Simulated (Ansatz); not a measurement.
Write a Python script for Ansatz 0.2.0, Python API that makes a comparison of enthalpies under pressure of two structures of Cl. Use (first run): PBE, PAW, cutoff 500 eV, 16×16×16 k-points, Fermi-Dirac smearing of 0.02 eV.

`cl_transition.py`
```python
# -*- coding: utf-8 -*-
"""Enthalpies of two structures of Cl under pressure."""

import csv
import warnings

import ansatz as az
import numpy as np


def sc(A, a):
    return (
        az.Lattice.cubic(a)
        .space_group(221)
        .atom(A, (0, 0, 0))
    )


def diamond(A, a):
    return az.Crystal.diamond(A, a=a)


def solve(name, crystal, pressure=0.0):
    calc = (
        crystal.calculation()
        .functional("pbe")
        .basis(500)
        .kpoints(spacing=0.14)
        .occupations("fermi_dirac", width=0.02)
    )
    calc = calc.relax(force_tolerance=0.01, cell=True, pressure=pressure)
    return calc.run()


def volume_per_atom(outcome):
    return abs(np.linalg.det(outcome.lattice.cell_ang)) / len(outcome.lattice.sites)

warnings.simplefilter("ignore", az.DeckWarning)

phases = {}
phases["sc"] = sc("Cl", 2.91)
phases["diamond"] = diamond("Cl", 6.15)

# H = E + PV, with 1 eV per cubic angstrom equal to 160.2 GPa
pressures = [0, 20, 40, 60]
enthalpy, volume = {name: [] for name in phases}, {name: [] for name in phases}
for p in pressures:
    for name, crystal in phases.items():
        o = solve(name, crystal, pressure=p)
        volume[name].append(volume_per_atom(o))
        enthalpy[name].append(o.report["energy_sigma0_ev"] / len(o.lattice.sites) + p * volume[name][-1] / 160.21766)
gap = np.array(enthalpy["diamond"]) - np.array(enthalpy["sc"])
rows = [(p, va, vb, 1000 * d) for p, va, vb, d in zip(pressures, volume["sc"], volume["diamond"], gap)]
with open("transition.csv", "w", newline="") as handle:
    writer = csv.writer(handle)
    writer.writerow(["P (GPa)", "V sc (A^3/atom)", "V diamond (A^3/atom)", "H(diamond) - H(sc) (meV/atom)"])
    writer.writerows([round(v, 4) if isinstance(v, float) else v for v in row] for row in rows)
print(open("transition.csv").read())
crossings = [p0 - g0 * (p1 - p0) / (g1 - g0) for p0, p1, g0, g1 in zip(pressures, pressures[1:], gap, gap[1:]) if g0 * g1 < 0]
print("crossing near", [round(float(p), 1) for p in crossings], "GPa") if crossings else print("no crossing in this range")
```

Output of `python cl_transition.py`:
```text
P (GPa),V sc (A^3/atom),V diamond (A^3/atom),H(diamond) - H(sc) (meV/atom)
0,23.3664,33.4924,184.532
20,17.6247,22.0333,959.2179
40,15.4812,18.4867,1411.1253
60,14.1504,16.3484,1732.2049

no crossing in this range
```

Notes:
- At a fixed pressure a relaxation lowers the enthalpy F + PV, while F alone can rise.
- No spin polarisation was allowed.
- Only these two structures are compared, at zero temperature and with their symmetry kept; either may be hypothetical, and another phase may be lower than both. Differences under 10 to 15 meV an atom lie within the error of mesh and functional.
- The cells are prototypes set up for this calculation and needn't exist.
- It ran for 120 s on 1 thread of Arm Neoverse V2, with other jobs on the host, peak memory 0.51 GiB.
